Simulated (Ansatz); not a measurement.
# Structure types of TaN compared at 69 GPa

Structure types of TaN are relaxed in primitive cells with their symmetry kept at 69 GPa, on PAW files; LAPW relaxes the small cells further and takes the PAW cell for the others (marked *). The enthalpy is E + pV at zero temperature, without zero-point motion. Only the types listed were tried, and differences under about 5 meV/atom are mesh noise. The real phase may be another.

Level of theory: DFT with PBE, scalar-relativistic, in Ansatz 0.2.0; Fermi–Dirac smearing of 0.08 eV, no spin polarisation. LAPW: all electrons, basis error target 0.5 meV/atom; PAW: frozen-core files, cutoff 420 eV.

k meshes: rocksalt 16×16×16, CsCl 15×15×15, WC 16×16×14, NiAs 11×11×6, zincblende 15×15×15.

Spin–orbit coupling is left out, which matters for the heavy atoms.

```
start type                   ends as          a, b, c (Å)  V (Å³/atom)  H − H(lowest), LAPW (meV/atom)
  rocksalt           rocksalt, Fm-3m  4.200, 4.200, 4.200         9.26                           242.6
      CsCl               CsCl, Pm-3m  2.610, 2.610, 2.610         8.89                               ?
        WC                 WC, P-6m2  2.798, 2.798, 2.774         9.40                             0.0
     NiAs*  distorted NiAs, P6_3/mmc  2.760, 2.760, 5.671         9.36                               ?
zincblende         zincblende, F-43m  4.463, 4.463, 4.463        11.11                          1335.8
```

Q: Give the missing entry: row "CsCl", column "H − H(lowest), LAPW (meV/atom)".

A: 581.6.

Q: What belongs in the row "NiAs*", column "H − H(lowest), LAPW (meV/atom)"?

A: 198.1.
